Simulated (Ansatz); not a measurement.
## LiH

**What was measured.** A cell as deposited of cubic LiH (space group Fm-3m), temperature not stated, from the Crystallography Open Database (2007, doi:10.1107/S0108768106046465), has a = 4.074 Å and 8.45 Å³/atom.

Level of theory: DFT, PBE, scalar-relativistic, no spin polarisation; plane waves to 420 eV with PAW datasets (Ansatz 0.2.0), Γ-centred 14×14×14 mesh, 0.05 eV Gaussian smearing; PAW files: Ansatz's generated set soft_2.

```
Li H
1.0
     0.00000    2.00424    2.00424
     2.00424    0.00000    2.00424
     2.00424    2.00424    0.00000
Li H
1 1
Direct
  0.00000 0.00000 0.00000
  0.50000 0.50000 0.50000
```

The chain of runs began from a cell as deposited in COD, expanded in volume.

The cell above was scaled in volume, its shape and atoms being fixed by the lattice's symmetry. Energies are counted from the cell above.

The cell is relaxed to zero pressure at this level.

```
V (Å³/atom)  ΔE (meV/atom)  P (GPa)  gap on the mesh (eV)
       7.73            1.5     1.54                  2.95
       7.89            0.3     0.72                  2.97
       8.05            0.0    -0.04                  2.99
       8.21            0.4    -0.73                  3.00
       8.37            1.5    -1.37                  3.01
```

**Question.** What do the points give for the equilibrium volume, the bulk modulus and its pressure derivative (third-order Birch–Murnaghan)?

**Answer.** V0 = 8.04 Å³/atom, B0 = 36 GPa, B0′ = 3.4.

B0·V0 = 36.4 GPa × 8.04 Å³ = 1.83 eV/atom sets the scale: near the minimum ΔE ≈ ½ B0 V0 x², with x = V/V0 − 1, and a pressure of 0.4 GPa squeezes the volume by about 1 %. At the ends of the curve: x = −3.9 % predicts 1.4 meV/atom and the run gives 1.5; x = +4.1 % predicts 1.6 meV/atom and the run gives 1.5. Compression costs more and expansion less than the parabola says, since the crystal stiffens as it shrinks; B0′ measures that.

**Comparison.** The computed cell (4.008 Å, 8.05 Å³/atom) differs from the database's by −4.7 % in volume, about −1.6 % in length. PBE more often overestimates volumes; a smaller cell is partly the thermal expansion and zero-point motion that the static lattice lacks, roughly 4.2 to 10.6 % in volume at 300 K (room temperature assumed) by Grüneisen's rule, γ·3k_BT/(B0·V0) with γ of 1 to 2.5. The database's entry may also be off.

Semilocal functionals underestimate band gaps, commonly by a third or more.
